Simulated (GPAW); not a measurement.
Crystal: Os.

```
Os
1.0
     2.73410    0.00000    0.00000
    -1.36705    2.36780    0.00000
     0.00000    0.00000    4.31970
Os
2
Direct
  0.66667 0.33333 0.75000
  0.33333 0.66667 0.25000
```

Base run:

```yaml
Program: GPAW 26.7.0
Functional: PBEsol
Potentials_or_basis: PAW data sets generated in the run's folder for this functional
Cutoff: 600 eV
Basis: pw
k_mesh: 8 × 8 × 5
Occupations: fermi-dirac, width 0.05 eV
Spin: spin-orbit coupling, no magnetisation
```

Its results: pressure -5.9 GPa.

The run is repeated on the same cell with these changes: functional from PBEsol to BP86; spin axis theta (degrees) from 0 to 90. What comes out?

Pressure 7.2 GPa.

Caveats: spin-orbit coupling was added after a scalar SCF, so levels and gaps hold it while energy, forces, pressure and moments don't.
